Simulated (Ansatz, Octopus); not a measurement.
Given: the input of a run of Octopus 16.4 on WS2. 

Contents of inp:

```
CalculationMode = gs
UnitsOutput = eV_Angstrom
PeriodicDimensions = 3
ExperimentalFeatures = yes
PseudopotentialSet = pseudodojo_pbesol
%LatticeParameters
 1*angstrom | 1*angstrom | 1*angstrom
%
%LatticeVectors
 3.1835163552 | 0 | 0
 -1.5917581776 | 2.7570060369 | 0
 0 | 0 | 16.95057789
%
%ReducedCoordinates
 "W" | 0 | 0 | 0
 "S" | 0.3333333333 | 0.6666666667 | 0.09200051
 "S" | 0.3333333333 | 0.6666666667 | 0.90799949
%
%Spacing
 0.13264651*angstrom | 0.13264651*angstrom | 0.13346912*angstrom
%
DerivativesOrder = 8
%KPointsGrid
 10 | 10 | 2
%
KPointsUseSymmetries = yes
XCFunctional = gga_x_pbe_sol + gga_c_pbe_sol
SmearingFunction = fermi_dirac
Smearing = 0.05*eV
ExtraStates = 9
Eigensolver = chebyshev_filter
ConvRelDens = 3e-7
MaximumIter = 120
%Output
 density | cube
 elf | cube
 potential | cube
%
```

Potentials or basis: pseudodojo_pbesol (PseudoDojo 0.4, PBEsol).

Command:

```bash
$ OMP_NUM_THREADS=1 octopus > out.log
```

Question: What does the same run look like in Ansatz 0.2.0? Potentials or basis there: Ansatz PAW, cutoff 420 eV.

Answer: As run (cutoffs and basis follow the program's own potentials, and thresholds, step limits or extra output files can differ):

File input.yaml:

```yaml
crystal:
  lattice:
    - [3.1835163552, 0.0, 0.0]
    - [-1.5917581776, 2.7570060369, 0.0]
    - [0.0, 0.0, 16.95057789]
  atoms:
    - { symbol: W, position: [0.0, 0.0, 0.0] }
    - { symbol: S, position: [0.3333333333, 0.6666666667, 0.09200051] }
    - { symbol: S, position: [0.3333333333, 0.6666666667, 0.90799949] }
hamiltonian:
  xc: pbesol
  pseudopotentials: { kind: paw }
kpoints:
  mp_grid: { grid: [10, 10, 2] }
scf:
  occupations: { method: fermi_dirac, width: 0.05 }
output:
  forces: true
  stress: true
  eigenvalues: true
  write_density: true
  write_potential: true
  elf: true
  volumetric_format: npy
```

Potentials or basis: Ansatz PAW.

The run is started by

```sh
$ ansatz run input.yaml --threads 1 --pin off --max-ram 3584MiB --backend cpu --events-out ev --progress --plain --runs-dir out
```

Both were run:

|  | Octopus | Ansatz |
| --- | --- | --- |
| Largest force | 0.127 eV/Å | 0.126 eV/Å |

Ansatz's potentials were made for PBE.

Where Ansatz's input types no cutoff or centring, it takes its own default and a Γ-centred mesh.
